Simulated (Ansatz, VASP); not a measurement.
Two plane-wave programs on Zr

File INCAR:

```
SYSTEM = Zr
  ALGO = Normal
  EDIFF = 1E-7
  ENCUT = 520
  GGA = PS
  ISIF = 2
  ISMEAR = -1
  LASPH = .True.
  LCHARG = .False.
  LREAL = .False.
  LWAVE = .False.
  NBANDS = 12
  NELM = 80
  PREC = Accurate
  SIGMA = 0.1
```

The input KPOINTS:

```
k-points
0
Gamma
  14 14 14
  0 0 0
```

The input POSCAR:

```
Zr
1.0
    0.0000000000      2.1707712909      2.1707712909
    2.1707712909      0.0000000000      2.1707712909
    2.1707712909      2.1707712909      0.0000000000
Zr
1
Direct
    0.0000000000      0.0000000000      0.0000000000
```

Input for Ansatz:

```yaml
crystal:
  lattice:
    - [0.0, 2.1707712909, 2.1707712909]
    - [2.1707712909, 0.0, 2.1707712909]
    - [2.1707712909, 2.1707712909, 0.0]
  atoms:
    - { symbol: Zr, position: [0.0, 0.0, 0.0] }
hamiltonian:
  xc: pbesol
  pseudopotentials:
    kind: paw
    azcp:
      Zr: "pseudopotentials/Zr.paw.azcp"
basis:
  ecutwfc: 420
  fft_grid_basis: typed
kpoints:
  mp_grid: { grid: [14, 14, 14], shift: [0, 0, 0] }
magnetization:
  spin_polarized: false
scf:
  occupations: { method: fermi_dirac, width: 0.1 }
  lower_state_search: "off"
output:
  stress: true
```

Alike in both runs: task single point; functional PBEsol; k mesh 14 × 14 × 14; occupations fermi-dirac, width 0.1 eV; no spin polarisation.

```csv
,VASP,Ansatz
version,VASP 6.6.1,Ansatz 0.2.0
potentials or method,"VASP PAW PBE potentials, release 64 (Zr_sv)","plane waves (420 eV) with PAW, scalar-relativistic"
plane-wave cutoff (eV),520,420
valence electrons in the cell,12,12
```

|  | VASP | Ansatz | Ansatz less VASP |
| --- | --- | --- | --- |
| pressure (GPa) | 9.5 | 9.4 | -0.10 |

The functional is the same, so the differences come from potentials, cutoffs and numerics. Ansatz warned: «pseudo_functional_mismatch».

Caveats: the PAW data sets were made with another functional, which shifts forces and pressure a little (VASP).
